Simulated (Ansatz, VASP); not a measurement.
# W in VASP and in Ansatz

```
CELL_PARAMETERS angstrom
0.00000 1.96910 2.06045
1.96910 0.00000 2.06045
1.96910 1.96910 0.00000
ATOMIC_POSITIONS crystal
W 0.00000 0.00000 0.00000
```

Change from the starting cell: strain -0.030 along x and y, +0.015 along z, atoms carried along.

Alike in both runs: task single point; functional PBEsol; k mesh 20 × 20 × 20; occupations gaussian, width 0.15 eV; no spin polarisation.

|  | VASP | Ansatz |
| --- | --- | --- |
| version | VASP 6.6.1 | Ansatz 0.2.0 |
| potentials or method | VASP PAW PBE potentials, release 64 (W_sv) | scalar-relativistic, plane waves, PAW |
| plane-wave cutoff (eV) | 520 | 420 |
| valence electrons in the cell | 14 | 14 |

Ansatz gave:

- gap on the k mesh at the Fermi level (eV): none
- pressure (GPa): 0.0
- largest component of the traceless stress (GPa): 7.14

Task: What did VASP give for the same quantities?

Result: gap on the k mesh at the Fermi level (eV): none; pressure (GPa): 0.6; largest component of the traceless stress (GPa): 7.18.

A gap of «none» marks a metal or a gap that the smearing closes. The functional is the same, so the differences come from potentials, cutoffs and numerics.

Caveats: the PAW data sets were made with another functional, which shifts forces and pressure a little (VASP). Spin-orbit coupling is left out, which matters for the levels of W.
